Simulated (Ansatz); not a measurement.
BaTiO3 and the effect of the functional

```
CELL_PARAMETERS angstrom
4.00600 0.00000 0.00000
0.00000 4.00600 0.00000
0.00000 0.00000 4.00600
ATOMIC_POSITIONS crystal
Ba 0.50000 0.50000 0.50000
Ti 0.00000 0.00000 0.00000
O 0.00000 0.00000 0.50000
O 0.00000 0.50000 0.00000
O 0.50000 0.00000 0.00000
```

Kept alike: task band structure; k mesh 7 × 7 × 7; occupations fermi-dirac, width 0.05 eV; no spin polarisation. Program: Ansatz, all-electron LAPW, scalar-relativistic. The mesh is that of the run's cell of 5 atoms. No spin-orbit coupling.

| run | band gap (eV) | pressure (GPa) |
| --- | --- | --- |
| A | 1.755 | -4.59 |
| B | 1.715 | -9.26 |
| C | 1.799 | 1.67 |

Pressure is positive in compression. Gaps are the smaller of the mesh's and the band path's.

Q: The runs differ in the functional alone: LDA; PBE; PBEsol. Which run is which?

A: Run A is PBEsol; run B is LDA; run C is PBE. The band gap runs from 1.715 (LDA) to 1.799 eV (PBE). From PBE: LDA -0.084; PBEsol -0.044. The pressure runs from -9.26 (LDA) to 1.67 GPa (PBE). From PBE: LDA -10.93; PBEsol -6.26. A positive pressure means that the functional's own cell is larger than the one given, a negative one that it is smaller.

The pressures identify the runs far more securely than the gaps do. LDA overbinds and would contract this cell most. PBE's gradient correction favours inhomogeneous densities and so weakens the bonding enough to reverse the sign, while PBEsol, with its weaker exchange enhancement for slowly varying densities, falls between them.

The gap follows the same order but barely moves, since the geometry is fixed and all three functionals describe the same charge-transfer gap, from O 2p valence states to empty Ti 3d t2g states. The small remaining spread probably reflects slight differences in the potential felt by these two sets of states. All three gaps lie well below the measured one, mainly because semilocal Kohn-Sham gaps lack the derivative discontinuity; choosing among these functionals doesn't cure that.

Neither the small pressure with PBE nor the symmetric atomic sites show that the cubic phase is stable: the ferroelectric instability, in which Ti moves off centre and strengthens its hybridisation with O 2p, is excluded by the geometry.
